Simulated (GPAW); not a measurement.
# SnSe: single point with PBE

SnSe:

```
Sn Se
1.0
     0.00000    3.01000    3.01000
     3.01000    0.00000    3.01000
     3.01000    3.01000    0.00000
Sn Se
1 1
Direct
  0.00000 0.00000 0.00000
  0.50000 0.50000 0.50000
```

Measurements of this composition are mostly on another form, of space group No. 62.

```
Program             : GPAW 26.7.0
Task                : single point
Functional          : PBE
Potentials or basis : GPAW PAW data sets (gpaw-data 1.2.1)
Cutoff              : 600 eV
Basis               : pw
k mesh              : 8 × 8 × 8
Occupations         : gaussian, width 0.014 eV
Spin                : no spin polarisation
```

```yaml
Pressure: 0.8 GPa
Band_gap_on_the_k_mesh: 0.60 eV, direct
```

Levels at points of the mesh, in eV from the valence-band top:
```
           k point  band 6  band 7  band 8  band 9  band 10  band 11  band 12  band 13  band 14  band 15
(0.00, 0.00, 0.00)  -13.85   -5.04   -2.19   -2.19    -2.19     4.32     4.32     4.32     5.88     5.88
(0.50, 0.50, 0.00)  -12.65   -5.98   -5.46   -3.63    -3.63     3.04     5.35     5.35     5.97    10.47
(0.50, 0.50, 0.50)  -12.92   -8.03   -1.94   -1.94     0.00     0.60     1.25     1.25     8.26    10.15
```

Wall time 14 s on 1 thread of Arm Neoverse V2, with other jobs on the host, peak memory 0.17 GiB.

Caveat: spin-orbit coupling is left out, which moves the levels of the heavy elements. A k mesh can miss the band edges.
